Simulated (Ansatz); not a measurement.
Runs of Ansatz 0.2.0 on Pb. It takes space group Fd-3m (No. 227, cubic). Conventional cell: a = 6.878 Å, b = 6.878 Å, c = 6.878 Å, α = 90.00°, β = 90.00°, γ = 90.00°. Pb (site symmetry -43m) has 4 Pb at 2.98 Å as nearest neighbours. This isn't the form of Pb at room conditions, which is fcc.

```csv
level,gap on the mesh (eV),pressure (GPa),relaxed volume (Å³/atom)
PBE+D4,none,0.0,42.10
PBE,none,0.0,44.04
PBE+D3(BJ),none,0.0,(a)
PBE+D3(BJ)-ATM,none,0.0,42.36
```

Alike in all rows: task relaxation of cell and atoms; potentials or basis Ansatz PAW; no spin polarisation; cell relaxed; k mesh 7 × 7 × 7; cutoff (eV) 420; smearing fermi-dirac 0.05 eV.

Task: Estimate the missing entries.

Result: (a) 42.23.

Caveats: the plane-wave basis is chosen anew once the cell has moved, so the energies of steps on either side of that aren't comparable; pairwise dispersion overbinds metals, which lowers pressure and volume (some runs).

A k mesh can miss the band edges, and the runs leave out spin-orbit coupling on Pb.

A gap of «none» marks a metal or a gap under the smearing width.
